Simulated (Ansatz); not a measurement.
All-electron card of BeTe

```
Be Te
1.0
     0.00000    2.77000    2.77000
     2.77000    0.00000    2.77000
     2.77000    2.77000    0.00000
Be Te
1 1
Direct
  0.00000 0.00000 0.00000
  0.75000 0.75000 0.75000
```

Atom numbers follow the list: Be1, Te2.

The conventional cell has a = 5.540 Å, b = 5.540 Å, c = 5.540 Å, α = 90.00°, β = 90.00°, γ = 90.00°. Be (atom 1) has 4 Te at 2.40 Å as nearest neighbours. Te (atom 2) has 4 Be at 2.40 Å as nearest neighbours.

The cell is COD entry 9008838, as deposited and not checked against the literature; nothing was relaxed. It differs from other determinations.

Spin–orbit coupling is left out, though it moves levels of the heavy atoms by tenths of an eV or more.

All numbers are computed: DFT, PBE, all-electron LAPW, scalar-relativistic (Ansatz 0.2.0); DFT, PBE, PAW with Ansatz's default frozen-core files, scalar-relativistic (Ansatz 0.2.0).

For LAPW: a Γ-centred 11×11×11 k mesh, Fermi–Dirac smearing of 0.05 eV, basis error target 0.5 meV/atom, no spin polarisation. PAW takes a cutoff of 420 eV at this cell. The Ansatz runs share mesh, smearing and spin set-up. Values come from LAPW unless marked.

```
Pressure at this cell                                                                                                  : 4.27 GPa
Band gap                                                                                                               : 1.86 eV, indirect from Γ to X (-0.5, -0.5, 0)
Smallest direct gap on the path                                                                                        : 3.59 eV
Löwdin charges (with 0.40 e of the cell spilling out of the atomic basis, so their sizes and signs hang on that basis) : Be1 1.30, Te2 -0.90 e
Bader charges (from the PAW run)                                                                                       : Be1 +1.48, Te2 -1.48 e
Volume per atom                                                                                                        : 21.25 Å³
```
